How far below the valence top does the highest filled level of a two-layer MoS₂ film lie when the electron wave runs in a chosen direction with a chosen wavelength? The answer decides where holes collect, and a few cosines give it to within about 0.2 eV.

Kohn-Sham levels of a two-layer MoS₂ film at fixed geometry, computed with ABINIT 10.8.3 (LDA, JTH PAW LDA v2.0 datasets, plane-wave cutoff 544 eV, 8×8×2 k mesh, Fermi-Dirac smearing of 0.05 eV, no spin-orbit coupling). Points a and b are fractions of the reciprocal cell vectors, with the third coordinate 0; levels are counted from the valence top.

| point a (reciprocal cell vector) | point b (reciprocal cell vector) | level point (row) | level under 2 (eV) | level under 1 (eV) | level over 1 (eV) |
| --- | --- | --- | --- | --- | --- |
| 0.0000 | 0.0000 | 1 | -0.515 | 0.000 | 2.375 |
| 0.1250 | 0.0000 | 2 | -0.598 | -0.276 | 2.077 |
| 0.2500 | 0.0000 | 3 | -1.113 | -1.063 | 1.644 |
| 0.3750 | 0.0000 | 4 | -1.354 | -1.259 | 1.792 |
| 0.5000 | 0.0000 | 5 | -1.032 | -0.998 | 1.832 |
| 0.2500 | 0.2500 | 6 | -0.946 | -0.918 | 1.674 |
| 0.3750 | 0.2500 | 7 | -0.585 | -0.530 | 1.418 |

The cell holds two layers and a stretch of vacuum, so this is a thin film and not the bulk crystal. "Level under 1" is the highest filled level and "level under 2" the next one down. Both are counted from the valence top, which lies at the zone centre Γ (level point 1). The highest filled level sinks by more than 1 eV on the way out from Γ, then climbs again towards the zone corner K at (⅓, ⅓), whose nearest neighbour in the table is level point 7. A useful rule must produce both hills.

**Where two hills come from**

An electron in a crystal hops from site to site, and its energy depends on whether the wave arrives in step at the neighbouring sites. On a triangular lattice each ring of six neighbours contributes a sum of three cosines. With a and b standing for point a and point b, the sums for nearest and second neighbours are

S₁ = cos 2πa + cos 2πb + cos 2π(a+b)

S₂ = cos 2π(a−b) + cos 2π(2a+b) + cos 2π(a+2b)

At Γ all sites are in step and both sums equal 3. At K the wave turns by a third of a cycle between nearest neighbours, so S₁ falls to its lowest value, −1.5. Second neighbours, however, are in step again at K, and S₂ returns to 3. A band ruled by nearest neighbours alone would therefore have one hill and its deepest point at K, while a strong second-neighbour term gives a hill at each place.

Second neighbours are far apart for a direct hop, so their weight needs a reason. The usual explanation is that the band changes its orbitals on the way. Near Γ it consists of Mo d orbitals pointing out of the plane, mixed with sulphur p orbitals; near K it consists mainly of Mo d orbitals lying in the plane. If such a band is described as though it had one orbital per site, hops that pass through the other orbitals appear as direct hops to more distant sites. The coefficients below are thus effective numbers, not strengths of real bonds.

**The rule, worked on two points**

Measured from the valence top, the highest filled level is roughly

E ≈ −0.1 eV × (3 − S₁) − 0.2 eV × (3 − S₂)

The two coefficients are rounded from a least-squares fit to the six points away from Γ, so both examples belong to the fitted set.

Take level point 3, at (0.25, 0). The cosines are those of 0°, 90° and 180°, which gives S₁ = 0 + 1 + 0 = 1 and S₂ = 0 − 1 + 0 = −1. The estimate is −0.1 × 2 − 0.2 × 4 = −1.0 eV, and the calculation gives −1.06 eV.

Now take level point 5, at (0.5, 0), the midpoint M of the zone edge. Here S₁ = −1 + 1 − 1 = −1 and S₂ = −1 + 1 − 1 = −1. The estimate is −0.1 × 4 − 0.2 × 4 = −1.2 eV, against a calculated −1.0 eV. This is the worst point of the table.

Over the six points the rule has a root-mean-square miss of 0.11 eV, about 9 % of the depth of the band's lowest point in the table. When each point in turn is predicted from a fit to the other five, the miss grows to 0.15 eV, which is the fairer figure for a new point. A fit of the nearest-neighbour term alone to the same six points misses by 0.37 eV, because it cannot raise the second hill.

**Why Γ wins**

The two hills are not equally high: Γ lies 0.53 eV above level point 7. Part of this lead comes from the contact between the layers. Two equal layers that touch turn each level into a pair, one member pushed up and the other down by half the splitting. The top pair is split by 0.515 eV at Γ but only by 0.055 eV at level point 7.

Half the difference, (0.515 − 0.055)/2 = 0.23 eV, is therefore the share of the lead that comes from the splitting; the rest lies between the centres of the pairs. The orbital picture explains the contrast. At Γ the band holds sulphur p orbitals that point out of the plane and reach across the gap between the layers; near K it holds hardly any of them. Pulling the layers apart should accordingly lower the hill at Γ relative to the one at K.

The rule does not separate this effect from the rest of the lead. At K the second term vanishes, so the first alone sets the height difference: 0.1 × 4.5 = 0.45 eV in favour of Γ.

**Where the rule stops**

On the last stretch from Γ to M the rule is too flat. From level point 4 to level point 5 the calculated level rises by 0.26 eV, the estimated one by only 0.02 eV. Third neighbours, which are all in step again at M, are at best part of the cause: with their cosine sum as a third term in the fit, more than half of the rise is still missing.

The lowest empty level, "level over 1", should not be estimated in this way. The same two-term form, fitted to its change from Γ at the same six points, misses by 0.19 eV, a fifth of that level's whole spread. On the way from Γ to M it dips at level point 3 and rises again, and it is lowest near K; two cosine sums follow this course poorly. A change of orbitals alone does not explain the failure, since the highest filled level changes its orbitals too.

The coefficients also belong to this geometry, which is unrelaxed and stretched in the plane; such stretching is known to favour Γ over K. For another two-layer film of this family, two known levels besides Γ reset the rule, with energies counted from Γ even if the valence top lies elsewhere. The drop from Γ to K divided by 4.5 gives the first coefficient, and a point such as (0.25, 0) then gives the second. How well it carries over must be checked on a third level.

**What to do with it in a p-type channel**

If K were misjudged as badly as M, Γ would still lead by about 0.25 eV, or ten times the thermal energy at room temperature. Spin-orbit coupling, left out here, should raise the top level at K by less than 0.1 eV, which shrinks the lead without removing it. At the LDA level, holes in this film therefore collect at Γ, and the hole mass at Γ belongs in a first mobility estimate. Before a design relies on that, relax the film, include spin-orbit coupling and use an in-plane mesh divisible by three, such as 9×9 or 12×12, so that K is calculated and not estimated.
